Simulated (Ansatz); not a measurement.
Wurtzite BeO was calculated with PBE0-D3(BJ) (Ansatz, a quantum-chemistry and plane-wave program, PAW).

Settings: plane-wave cutoff 460 eV, 12×12×6 k mesh (along the axes of the cell as run), Fermi–Dirac smearing 0.01 eV, scalar-relativistic PAW data made under PBE.

Computed at the level's own relaxed cell.

```
BeO
1.0
    1.33305    -2.30890     0.00000
    1.33305     2.30890     0.00000
    0.00000     0.00000     4.32749
Be O
2 2
Cartesian
  1.33305  -0.76963   2.16406
  1.33305   0.76963   0.00032
  1.33305  -0.76963   3.79922
  1.33305   0.76963   1.63547
```

List the 10 lowest band energies at Γ above −25 eV (eV, relative to the valence band maximum), grouping those that round alike.

At Γ: -20.61, -18.58, -6.97, -1.15 (×2), -0.05 (×2), 0.00, 10.65, 14.83.

Note: the run warned that its exchange threshold was loose for the stress.
